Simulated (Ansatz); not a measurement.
# Na: which structure wins at one pressure

Which of fcc, bcc, hcp, beta tin, diamond, sc has the lowest enthalpy for Na at one common pressure? The runs shown use LAPW. Companion runs by PAW are cited.

Program: Ansatz 0.2.0. Level of theory: DFT, PBE, all-electron LAPW, scalar-relativistic. These are calculated values, not measurements.

## 1. Starting point

It takes space group Fm-3m (No. 225, cubic). The conventional cell has a = 5.056 Å, b = 5.056 Å, c = 5.056 Å, α = 90.00°, β = 90.00°, γ = 90.00°. Around Na (site symmetry m-3m) lie 12 Na at 3.58 Å.

As a file:

```cif
data_structure
_symmetry_space_group_name_H-M 'P 1'
_symmetry_Int_Tables_number 1
_cell_length_a 3.5751
_cell_length_b 3.5751
_cell_length_c 3.5751
_cell_angle_alpha 60.000
_cell_angle_beta 60.000
_cell_angle_gamma 60.000
_cell_volume 32.31
loop_
_atom_site_label
_atom_site_type_symbol
_atom_site_fract_x
_atom_site_fract_y
_atom_site_fract_z
_atom_site_occupancy
Na1 Na 0.00000 0.00000 0.00000 1
```

## 2. Fcc relaxed under pressure, LAPW

Contents of input.yaml:

```yaml
crystal:
  lattice:
    - [0.0, 2.5279537892, 2.5279537892]
    - [2.5279537892, 0.0, 2.5279537892]
    - [2.5279537892, 2.5279537892, 0.0]
  atoms:
    - { symbol: Na, position: [0.0, 0.0, 0.0] }
kpoints:
  mp_grid: { grid: [13, 13, 13] }
scf:
  occupations: { method: fermi_dirac, width: 0.08 }
hamiltonian:
  xc: pbe
  pseudopotentials: { kind: all_electron, lapw: { basis_error: 0.0005 } }
output:
  forces: true
  stress: true
  eigenvalues: true
relax:
  f_tol: 0.005
  max_steps: 12
  cell: { p_target: 1.4, stress_tol: 0.03 }
```

Launch:

```
$ ansatz run input.yaml --threads 2 --pin off --max-ram 5120MiB --backend cpu --events-out ev --progress --plain --runs-dir out
```

The runs that follow: Bcc relaxed under pressure, LAPW; Hcp relaxed under pressure, LAPW; Beta tin relaxed under pressure, LAPW; Diamond relaxed under pressure, LAPW; Sc relaxed under pressure, LAPW.

Q: Predict the outcome of this session. Wanted: pressure; lowest (for each run or level that gives them).

The runs gave:

```
     quantity                        value
     pressure                      1.4 GPa
lowest (LAPW)  bcc, 0.3 meV/atom under hcp
 lowest (PAW)  bcc, 0.3 meV/atom under hcp
```

What this shows: By LAPW the order is bcc ≈ hcp < fcc < beta tin < sc < diamond; the first two lie within 0.3 meV/atom, too close to call. By PAW the order is bcc ≈ hcp < fcc < beta tin < sc < diamond; the first two lie within 0.3 meV/atom, too close to call. The methods agree on the lowest phase. Only these structures were tried, with electrons smeared by 0.08 eV and without vibrations, so the true ground state may be another. The k meshes differ between phases and weren't tested, which can move differences by some meV.
